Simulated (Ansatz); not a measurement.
## Worked sum: formation energy of Ti3SiC2 (P6₃/mmc) from the elements

Consider the formation energy of Ti3SiC2 (P6₃/mmc) from the elements. Reaction: 2 C (graphite) + Si (diamond) + 3 Ti (hcp) → Ti3SiC2 (P6₃/mmc). Negative: the products are lower in energy. The value is per atom of the solid.

Ti3SiC2 (P6₃/mmc), 12 atoms in the cell; spin state with PBE: run without spin. Conventional cell: a = b = 3.0370 Å, c = 17.5360 Å, α = β = 90.00°, γ = 120.00°.

Method: Ansatz (a quantum-chemistry and plane-wave program), PAW, neutral cells at 0 K with nuclei at rest, on structures from PBE+D3(BJ). Ansatz runs with its default PAW set. Other levels take these structures. The lattices are those relaxed with PBE+D3(BJ), so at other levels the solids can be strained.

Total energies of the cells in eV, at zero smearing width. They compare only within one column; the weights balance every element.

```tsv
cell	atoms	weight	r2SCAN+D4
Ti3SiC2 (P6₃/mmc)	12	+1	-17323.48585
C (graphite)	4	−1	-1006.96431
Si (diamond)	2	−1	-1278.37031
Ti (hcp)	2	−3	-5008.85099
```

r2SCAN+D4: (-17323.48585) − (-1006.96431) − (-1278.37031) − 3 × (-5008.85099) = -11.598 eV; dividing by 12 atoms gives -0.97 eV/atom.

What follows from the r2SCAN+D4 value: A formula unit of Ti3SiC2 has 6 atoms, so it forms with -0.9665 × 6 = -5.799 eV, or -559.5 kJ/mol at 96.485 kJ/mol per eV.
